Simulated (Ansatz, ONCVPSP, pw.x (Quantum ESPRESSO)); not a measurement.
## La: one change to the ONCV potential, in the atom and in the bcc crystal

ONCVPSP 4.0.1.1 (patched build) input, shortened (lines: element, Z, core and valence counts, functional; n l f; lmax; l rc ep ncon nbas qcut; lloc lpopt rc5 dvloc0; l nproj debl; icmod fcfact rcfact), PBE, scalar-relativistic:

```
  La 57.00    8    5        4      upf
    1    0    2.00
    2    0    2.00
    2    1    6.00
    3    0    2.00
    3    1    6.00
    3    2   10.00
    4    0    2.00
    4    1    6.00
    4    2   10.00
    5    0    2.00
    5    1    6.00
    5    2    1.00
    6    0    1.00
    3
    0    2.75    0.00    4    9    3.70
    1    1.85    0.00    4    7    5.10
    2    1.50    0.00    3    8   10.50
    3    2.40    0.13    3    6    5.30
    4    4    1.40    1.00
    0    2    1.50
    1    2    0.50
    2    2    3.60
    3    3    1.70
    4    0.30    0.00
```

In the p channel the program set the typed energies aside and used -1.036, 0.250 Ha. In the f channel the program set the typed energies aside and used -0.374, 1.326, 3.026 Ha.

Change: core [Kr] 4d10, valence charge 11; reference 5s2 5p6 5d1; waves now 5s: rc 1.50 bohr, ncon 4, nbas 7, qcut 4.2 1/bohr, 2 projectors, debl 2.2 Ha; 5p: rc 2.00 bohr, ncon 4, nbas 8, qcut 4.7 1/bohr, 1 projector; 5d: rc 3.55 bohr, ncon 4, nbas 8, qcut 4.4 1/bohr, 3 projectors, debl 1.5 Ha; f scattering state at 0.02 Ha: rc 3.35 bohr, ncon 4, nbas 9, qcut 3.8 1/bohr, 3 projectors, debl 3.1 Ha; local potential polynomial inside 1.20 bohr (lpopt 5, dvloc0 6 Ha).

Cutoffs, loose and tight: the cutoffs (Ha) at which the residual kinetic energy of the hardest occupied pseudo-wave falls to 1 and 0.1 mHa per electron. They do not see the model core or the augmentation charge, which bear on the density cutoff. Test errors are all-electron minus pseudo excitation energies from the reference, over the configurations 4d10 5s2 5p6 5d1 6s2; 4d10 5s2 5p6 5d1 6s0; 4d10 5s2 5p6 5d0 6s0; 4d10 5s2 5p5 5d1 6s2; variants that change the core or the reference have their own tests.

Crystal test: bcc La in pw.x 7.5, no spin, 11³ k-points, Fermi–Dirac smearing 0.01 Ry, cutoffs set for each file from its atomic test. The reference is all-electron LAPW (Ansatz 0.2.0) with the same functional, mesh and smearing; V0 and B0 come from Birch–Murnaghan fits to the pressures at five volumes. Errors are pseudo minus all-electron; Δ is the rms difference of the E(V) curves that follow from these fits, minima aligned, over ±6 % about the mean V0. Mesh and smearing are coarse, so the numbers serve the comparison and aren't converged zero-temperature values; the lattice is a test structure that the element need not adopt.

All-electron: a0 = 4.241 Å (V0 = 38.13 Å³/atom), B0 = 25.4 GPa.

Q: Does the change bring the crystal closer to the all-electron result?

A: The mean pressure error goes from -0.07 to +5.56 GPa, so the change moves the solid further from the all-electron pressures. At 80 % of its cutoff the pressure of the base moves by -6.72 GPa.

```tsv
quantity	base	changed
outcome (atom)	generated, projector energies reset by the program	generated, projector energies reset by the program
cutoff, loose (atom)	44 Ha	37 Ha
cutoff, tight (atom)	48 Ha	49 Ha
bound ghosts (atom)	none	s
largest test error (meV) (atom)	-5.1	+6.9 over the solved tests; 2 of 4 tests not solved or not reliable
cutoffs in pw.x (Ry)	115/460	115/460
a0 (Å)	4.237	–
a0 error (%)	-0.08	–
B0 error (%)	-1.0	–
Δ (meV/atom)	0.5	–
mean pressure error (GPa)	-0.07	+5.56
```

A dash: not determined, or the minimum lies outside the volumes sampled.

Changed file: This is a poor potential for the solid. Note: ghosts flagged at negative energy: s at -3.9 eV; GHOST(+) flagged for d at 142.7 eV. A true bound ghost makes a file unfit for plane-wave use. Atomic configuration tests: 2 of 4 tests not solved or not reliable.
